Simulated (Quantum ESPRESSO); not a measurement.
Input of a Quantum ESPRESSO 7.5 run:

pw.in

```
&CONTROL
  calculation = 'scf'
  prefix = 'pwscf'
  outdir = './tmp'
  pseudo_dir = './pseudo'
  tprnfor = .true.
  tstress = .true.
  disk_io = 'low'
/
&SYSTEM
  ibrav = 0
  nat = 2
  ntyp = 2
  ecutwfc = 60
  ecutrho = 480
  nbnd = 15
  occupations = 'smearing'
  smearing = 'fd'
  degauss = 0.00367493
/
&ELECTRONS
  conv_thr = 4d-10
  electron_maxstep = 120
  mixing_beta = 0.5
/
ATOMIC_SPECIES
Hf   178.4900 Hf-sp.oncvpsp.upf
N     14.0070 N.pbe-n-radius_5.UPF
CELL_PARAMETERS angstrom
   0.0000000000    2.4548220000    2.4548220000
   2.4548220000    0.0000000000    2.4548220000
   2.4548220000    2.4548220000    0.0000000000
ATOMIC_POSITIONS crystal
Hf     0.0000000000    0.0000000000    0.0000000000
N      0.2500000000    0.2500000000    0.2500000000
K_POINTS automatic
9 9 9 0 0 0
```

Contents of pp_density.in:

```
&INPUTPP
  prefix = 'pwscf'
  outdir = './tmp'
  filplot = 'density.dat'
  plot_num = 0
/
&PLOT
  nfile = 1
  filepp(1) = 'density.dat'
  iflag = 3
  output_format = 6
  fileout = 'density.cube'
/
```

pp_potential.in

```
&INPUTPP
  prefix = 'pwscf'
  outdir = './tmp'
  filplot = 'potential.dat'
  plot_num = 11
/
&PLOT
  nfile = 1
  filepp(1) = 'potential.dat'
  iflag = 3
  output_format = 6
  fileout = 'potential.cube'
/
```

Potentials or basis: SSSP 1.3 efficiency PBE.

Run with:

```sh
$ OMP_NUM_THREADS=1 mpirun -n 2 pw.x -nk 2 -in pw.in > pw.out
$ OMP_NUM_THREADS=1 mpirun -n 1 pp.x -in pp_density.in > pp_density.out
$ OMP_NUM_THREADS=1 mpirun -n 1 pp.x -in pp_potential.in > pp_potential.out
```

(1) What does it give for the pressure?

(2) What does it give for the band gap on the k mesh?

## Answers

(1) 0.1 GPa.

(2) none (metal or under the smearing width).
